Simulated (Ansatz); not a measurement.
**Ag: strong compression**

How does Ag (simple hexagonal type) answer strong compression? Methods of the runs shown: PAW.

Computed with Ansatz 0.2.0 (DFT, PBE, PAW with Ansatz's default frozen-core files, scalar-relativistic, unless a step's input says otherwise).

### 1 The starting structure

The structure is hexagonal, space group P6/mmm (No. 191). Conventional cell: a = 2.835 Å, b = 2.835 Å, c = 2.665 Å, α = 90.00°, β = 90.00°, γ = 120.00°. Around Ag (site symmetry 6/mmm) lie 8 Ag at 2.66 to 2.83 Å.

As a file:

```
CELL_PARAMETERS angstrom
2.83460 0.00000 0.00000
-1.41730 2.45484 0.00000
0.00000 0.00000 2.66453
ATOMIC_POSITIONS crystal
Ag 0.00000 0.00000 0.00000
```

Whether this phase is the stable one at these pressures isn't tested.

### 2 Cell relaxed at zero pressure, PAW

Contents of input.yaml:

```yaml
crystal:
  lattice:
    - [2.8346046364, 0.0, 0.0]
    - [-1.4173023182, 2.4548396248, 0.0]
    - [0.0, 0.0, 2.6645283582]
  atoms:
    - { symbol: Ag, position: [0.0, 0.0, 0.0] }
kpoints:
  mp_grid: { grid: [15, 15, 14] }
scf:
  occupations: { method: fermi_dirac, width: 0.08 }
hamiltonian:
  xc: pbe
  pseudopotentials: { kind: paw }
output:
  forces: true
  stress: true
relax:
  f_tol: 0.005
  max_steps: 40
  cell: {}
```

The run is started by

```console
$ ansatz run input.yaml --threads 1 --pin off --max-ram 2048MiB --backend cpu --events-out ev --progress --plain --runs-dir out
```

Further steps of the session: Volume scaled by 1, PAW; Shape and atoms relaxed at 0.88 of the volume, PAW; Volume scaled by 0.88, PAW; Volume scaled by 0.88, PAW (cutoff 1000 eV); Shape and atoms relaxed at 0.78 of the volume, PAW; Volume scaled by 0.78, PAW; Shape and atoms relaxed at 0.68 of the volume, PAW; Volume scaled by 0.68, PAW; Shape and atoms relaxed at 0.58 of the volume, PAW; Volume scaled by 0.58, PAW; Volume scaled by 0.58, PAW (partial_waves polarizable); Shape and atoms relaxed at 0.5 of the volume, PAW; Volume scaled by 0.5, PAW; Shape and atoms relaxed at 0.43 of the volume, PAW; Volume scaled by 0.43, PAW; Volume scaled by 0.43, PAW (partial_waves polarizable).

What does the calculation give? Wanted: PAW pressure at 0.43 of the volume; PAW; fitted bulk modulus at zero pressure.

The runs gave:

```
                                                      quantity      value
                            PAW pressure at 0.43 of the volume  651.1 GPa
PAW (partial_waves polarizable) pressure at 0.43 of the volume  651.1 GPa
                    fitted bulk modulus at zero pressure (PAW)     83 GPa
                                       its pressure derivative       5.28
```

What this shows: By PAW the pressure climbs to 651 GPa at 0.43 of the first volume. A third-order Birch-Murnaghan curve fits the range only roughly (B₀ = 83 GPa, B′ = 5.28, misfit at most 5.00 GPa). A fit over so wide a range leans to the high pressures, so B₀ can be off by several per cent. No all-electron run checks these rows here, and frozen cores can fail under such compression. The ions are at rest, and the electrons smeared by 0.08 eV.
